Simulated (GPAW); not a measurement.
## BaTiO3 and the effect of the Hubbard U on Ti d

```
Ba Ti O
1.0
     2.82737    1.63238    2.31839
    -2.82737    1.63238    2.31839
     0.00000   -3.26476    2.31839
Ba Ti O
1 1 3
Direct
  0.00000 0.00000 0.00000
  0.48450 0.48450 0.48450
  0.50860 0.01750 0.50860
  0.01750 0.50860 0.50860
  0.50860 0.50860 0.01750
```

The cell comes from a database or a generator and needn't be the form met in nature.

Kept alike: task band structure; functional PBEsol; k mesh 5 × 5 × 5; occupations fermi-dirac, width 0.05 eV; no spin polarisation. Program: GPAW, PAW data sets generated for this functional, cutoff 800 eV. The mesh is that of the run's cell of 5 atoms. No spin-orbit coupling.

| Hubbard U on Ti d, U (eV) | band gap (eV) | pressure (GPa) |
| --- | --- | --- |
| 0 | 2.370 | 0.30 |
| 1 | 2.482 | 0.81 |
| 2 | 2.601 | 1.34 |
| 3 | 2.728 | 1.89 |
| 4 | 2.862 | 2.45 |
| 6 | 3.151 | 3.62 |
| 8 | 3.463 | 4.86 |

Pressure is positive in compression; the values hold the error of the finite cutoff, so their zero can differ a little from the energy's minimum. U acts here on a shell without spin polarisation. How U acts hangs on the program's projectors. Gaps are the smaller of the mesh's and the band path's.

Question: What does the Hubbard U on Ti d change here?

Answer: The band gap rises from 2.370 to 3.463 eV between 0 and 8 eV. U pushes filled shell states down and empty ones up. The mean slope is +0.14 eV per eV of U. The pressure rises from 0.30 to 4.86 GPa between 0 and 8 eV. U localises the shell and weakens its bonds, so the cell pushes outwards.
